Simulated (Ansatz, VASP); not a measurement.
**Mg in VASP and in Ansatz**

Contents of INCAR:

```
SYSTEM = Mg
PREC = Accurate
ENCUT = 520
EDIFF = 1E-7
ISMEAR = 0
SIGMA = 0.15
LREAL = .False.
LASPH = .True.
NELM = 100
ALGO = Normal
ISIF = 2
LWAVE = .False.
LCHARG = .True.
GGA = PS
LELF = .True.
LVHAR = .True.
NBANDS = 7
```

File KPOINTS:

```
Automatic mesh
0
Gamma
  20 20 20
  0 0 0
```

POSCAR

```
Mg
1.0
    0.0000000000      2.2442560000      2.2442560000
    2.2442560000      0.0000000000      2.2442560000
    2.2442560000      2.2442560000      0.0000000000
Mg
1
Direct
    0.0000000000      0.0000000000      0.0000000000
```

Input for Ansatz:

```yaml
crystal:
  lattice:
    - [0.0, 2.244256, 2.244256]
    - [2.244256, 0.0, 2.244256]
    - [2.244256, 2.244256, 0.0]
  atoms:
    - { symbol: Mg, position: [0.0, 0.0, 0.0] }
basis:
  ecutwfc: 420
kpoints:
  mp_grid: { grid: [20, 20, 20] }
hamiltonian:
  xc: pbesol
scf:
  occupations: { method: gaussian, width: 0.15 }
output:
  forces: true
  stress: true
  eigenvalues: true
```

This isn't the form of Mg at room conditions, which is hcp.

Alike in both runs: task single point; functional PBEsol; k mesh 20 × 20 × 20; occupations gaussian, width 0.15 eV; no spin polarisation.

|  | VASP | Ansatz |
| --- | --- | --- |
| version | VASP 6.6.1 | Ansatz 0.2.0 |
| potentials or method | VASP PAW PBE potentials, release 64 (Mg) | scalar-relativistic, plane waves, PAW |
| plane-wave cutoff (eV) | 520 | 420 |
| valence electrons in the cell | 2 | 10 |

VASP gave:

| Property | Result |
| --- | --- |
| gap on the k mesh at the Fermi level (eV) | none |
| pressure (GPa) | 0.1 |

Question: Which values does Ansatz return?

Answer: gap on the k mesh at the Fermi level (eV): none; pressure (GPa): 0.2.

A gap of «none» marks a metal or a gap that the smearing closes. The two sets of potentials don't hold the same shells in valence.

Caveats: the PAW data sets were made with another functional, which shifts forces and pressure a little (VASP).
